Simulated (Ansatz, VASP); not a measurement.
One calculation of Ca2H3, two programs

```
Ca H
1.0
     3.22146    0.00000    0.00000
    -1.61073    2.78987    0.00000
     0.00000    0.00000    7.30158
Ca H
2 3
Direct
  0.00000 0.00000 0.81676
  0.00000 0.00000 0.18324
  0.50000 0.00000 0.00000
  0.00000 0.50000 0.00000
  0.50000 0.50000 0.00000
```

Alike in both runs: task single point; functional PBE; k mesh 6 × 6 × 4; occupations gaussian, width 0.1 eV; no spin polarisation.

|  | VASP | Ansatz |
| --- | --- | --- |
| version | VASP 6.6.1 | Ansatz 0.2.0 |
| potentials or method | VASP PAW PBE potentials, release 64 (Ca_sv, H) | scalar-relativistic, plane waves, PAW |
| plane-wave cutoff (eV) | 520 | 420 |
| valence electrons in the cell | 23 | 23 |

|  | VASP | Ansatz | Ansatz less VASP |
| --- | --- | --- | --- |
| gap on the k mesh at the Fermi level (eV) | none | none | - |
| pressure (GPa) | 22.6 | 22.4 | -0.23 |
| largest component of the traceless stress (GPa) | 12.39 | 12.54 | +0.154 |
| rms of the force components (eV/Å) | 0.802 | 0.774 | -0.0279 |

Atom by atom the forces differ by 0.028 eV/Å (rms over components). A gap of «none» marks a metal or a gap that the smearing closes. The functional is the same, so the differences come from potentials, cutoffs and numerics.

Caveats: the k mesh is coarse (spacing up to 0.38 Å⁻¹), so the values aren't converged; so large a pressure means that the cell lies far from this level's equilibrium, or that cutoff or potentials fall short (VASP); forces of over 1 eV/Å show positions far from the minimum, so gaps and moduli don't describe the material at rest.
